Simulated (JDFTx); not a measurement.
CoO under changes of volume

One of the cells (9.684 Å³/atom); the others are scaled copies at fixed shape and fractional positions:

```
CELL_PARAMETERS angstrom
0.00000 2.13150 2.13150
2.13150 0.00000 2.13150
2.13150 2.13150 0.00000
ATOMIC_POSITIONS crystal
Co 0.00000 0.00000 0.00000
O 0.50000 0.50000 0.50000
```

* Program: JDFTx 1.7.0 (patched build)
* Functional: LDA
* Potentials or basis: PseudoDojo-SR-LDA-0.4.1-standard with smoothed tails
* Cutoff: 1306 eV
* Density cutoff: 10449 eV
* k mesh: 11 × 11 × 11
* Occupations: fermi-dirac, width 0.05 eV
* Spin: collinear spin, ferromagnetic start
* Starting moments: [2.0, 0.0] μB

```csv
volume (Å³/atom),energy over the lowest point (meV/atom),pressure (GPa),moment (μB per cell)
9.103,0.00,-12.1,2.62
9.297,15.46,-14.5,2.76
9.490,?,?,?
9.684,56.97,-19.8,2.88
9.878,82.33,-22.1,2.93
10.071,110.30,-24.3,2.97
10.265,140.86,-26.3,2.98
```

**Question.** What does the run at 9.490 Å³/atom give?

**Answer.** Energy over the lowest point 34.47 meV/atom; pressure -17.2 GPa; moment 2.83 μB per cell.

Worked out: A Birch-Murnaghan fit of order 3 (a polynomial in V^(-2/3)) to the other rows has no minimum within the range. It gives 34.51 meV/atom at 9.490 Å³/atom, against the run's 34.47, and -dE/dV = -17.2 GPa, against -17.2. A parabola through the other rows of the moment, of slope 0.392 μB per Å³/atom there, gives 2.82 μB, against the run's 2.83.

Energies are extrapolated to zero smearing.

Caveats: a cell with one magnetic atom can't hold antiferromagnetic order, which such compounds often take.
